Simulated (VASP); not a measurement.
Input of a VASP 6.6.1 run:

File INCAR:

```
ALGO = Normal
EDIFF = 1E-8
ENCUT = 750
GGA = PE
GGA_COMPAT = F
ISIF = 2
ISMEAR = 0
LASPH = T
LCHARG = F
LORBIT = 11
LREAL = F
LSORBIT = T
LWAVE = F
MAGMOM = 0 0 0 0 0 0
NBANDS = 34
NELM = 100
PREC = Accurate
SIGMA = 0.02
```

File KPOINTS:

```
k-points
0
Gamma
  9 9 9
```

The input POSCAR:

```
GaN
1.0
    0.0000000000      2.1352350000      2.1352350000
    2.1352350000      0.0000000000      2.1352350000
    2.1352350000      2.1352350000      0.0000000000
Ga N
1 1
Direct
    0.0000000000      0.0000000000      0.0000000000
    0.5000000000      0.5000000000      0.5000000000
```

Potentials or basis: VASP PAW PBE potentials, release 64 (Ga_d, N).

The run is started by

```sh
$ cat potpaw_PBE.64/Ga_d/POTCAR potpaw_PBE.64/N/POTCAR > POTCAR
$ mpirun -np 1 vasp_ncl > vasp.out
```

Predict the pressure.

0.3 GPa.
